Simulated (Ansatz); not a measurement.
# SiO₂: O-17 NMR of the central transition

Cell: a structure deposited in the COD (the cell was measured well above room temperature), atoms as given.

```cif
data_SiO2
_symmetry_space_group_name_H-M 'P4_12_12'
_symmetry_Int_Tables_number 92
_cell_length_a 4.9960
_cell_length_b 4.9960
_cell_length_c 7.0160
_cell_angle_alpha 90.000
_cell_angle_beta 90.000
_cell_angle_gamma 90.000
loop_
_atom_site_label
_atom_site_type_symbol
_atom_site_symmetry_multiplicity
_atom_site_Wyckoff_symbol
_atom_site_fract_x
_atom_site_fract_y
_atom_site_fract_z
Si Si 4 a 0.2953 0.2953 0.0000
O O 8 b 0.2406 0.0951 0.1748
```

One atom of each set is listed.

The numbers come from a DFT calculation in Ansatz (PBE, plane waves and PAW (field gradients read without the response of the frozen cores, which leaves them typically 4 to 6 % off), scalar-relativistic, 420 eV cutoff, Γ-centred 4×4×3 k-points, Fermi–Dirac smearing 0.02 eV).

O-17 has I = 5/2 and Q = -25.58 mb (Pyykkö 2018); at 16.4 T its Larmor frequency is ν₀ = 94.7 MHz. Only the quadrupole interaction is simulated: positions count from each site's isotropic chemical shift, and J coupling is left out, as are shift anisotropy and dipolar coupling, which fast spinning averages.

Q: What does the O-17 spectrum (fast magic-angle spinning) show for each site?

A: 

```json
{"site": "O", "first shell": "2 Si at 1.60–1.61 Å, angle 149°", "C_Q (MHz)": "-5.86", "η": "0.12", "P_Q (MHz)": "5.88", "δ_QIS (ppm)": "-23.1", "breadth (kHz)": "4.86"}
```

δ_QIS = −(ν_Q²/30ν₀²)[I(I+1) − 3/4](1 + η²/3) × 10⁶ ppm with ν_Q = 3|C_Q|/[2I(2I−1)]; it falls as 1/B₀² in ppm, and the breadth as 1/B₀ in kHz.

At O V_zz runs parallel to the line that joins its two neighbours (within 1°).

The calculated pressure of 7 GPa (PBE) comes largely from the unrelaxed atoms: it is 0.8 GPa once they are relaxed in the same cell. The largest force is 0.5 eV/Å, so the atoms aren't at the calculated equilibrium and relaxing them would move these values.
